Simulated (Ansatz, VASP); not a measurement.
AlN in VASP and in Ansatz

File INCAR:

```
SYSTEM = AlN
PREC     = Accurate       ! precision mode
ENCUT    = 520            ! plane-wave cutoff, eV
EDIFF    = 1E-7           ! SCF threshold, eV
ISMEAR   = 0              ! smearing method
SIGMA    = 0.05           ! smearing width, eV
LREAL    = .FALSE.        ! projectors in reciprocal space
LASPH    = .TRUE.         ! aspherical terms in the spheres
NELM     = 80             ! most SCF steps
ALGO     = Normal         ! electronic algorithm
ISIF     = 2              ! what is computed and relaxed
LWAVE    = .FALSE.        ! write WAVECAR
LCHARG   = .TRUE.         ! write CHGCAR
GGA      = PE             ! functional
LELF     = .TRUE.         ! ELF
LVHAR    = .TRUE.       
NBANDS   = 16             ! bands
```

KPOINTS

```
regular mesh
0
G
  9 9 6
  0 0 0
```

The input POSCAR:

```
AlN
1.0
    3.2721000000      0.0000000000      0.0000000000
   -1.6360500000      2.8337217237      0.0000000000
    0.0000000000      0.0000000000      4.5645000000
Al N
2 2
Direct
    0.3333333333      0.6666666667      0.7500000000
    0.6666666667      0.3333333333      0.2500000000
    0.3333333333      0.6666666667      0.2500000000
    0.6666666667      0.3333333333      0.7500000000
```

Input for Ansatz:

```yaml
crystal:
  lattice:
    - [3.2721, 0.0, 0.0]
    - [-1.63605, 2.8337217237, 0.0]
    - [0.0, 0.0, 4.5645]
  atoms:
    - { symbol: Al, position: [0.3333333333, 0.6666666667, 0.75] }
    - { symbol: Al, position: [0.6666666667, 0.3333333333, 0.25] }
    - { symbol: "N", position: [0.3333333333, 0.6666666667, 0.25] }
    - { symbol: "N", position: [0.6666666667, 0.3333333333, 0.75] }
basis:
  ecutwfc: 520.0
kpoints:
  mp_grid: { grid: [9, 9, 6] }
hamiltonian:
  xc: pbe
  pseudopotentials: { kind: paw, azcp: { folder: soft_1 } }
scf:
  occupations: { method: gaussian, width: 0.05 }
output:
  forces: true
  stress: true
  eigenvalues: true
```

Alike in both runs: task single point; functional PBE; k mesh 9 × 9 × 6; occupations gaussian, width 0.05 eV; no spin polarisation.

|  | VASP | Ansatz |
| --- | --- | --- |
| version | VASP 6.6.1 | Ansatz 0.2.0 |
| potentials or method | VASP PAW PBE potentials, release 64 (Al, N) | scalar-relativistic, plane waves, PAW |
| plane-wave cutoff (eV) | 520 | 520 |
| valence electrons in the cell | 16 | 16 |

```tsv
	VASP	Ansatz	Ansatz less VASP
gap on the k mesh at the Fermi level (eV)	2.56	2.56	-0.009
least direct gap on the mesh (eV)	2.56	2.56	-0.009
pressure (GPa)	-6.3	-6.1	+0.18
largest component of the traceless stress (GPa)	5.64	5.72	+0.080
```

PBE gaps usually lie below the measured ones, often by a third to a half.
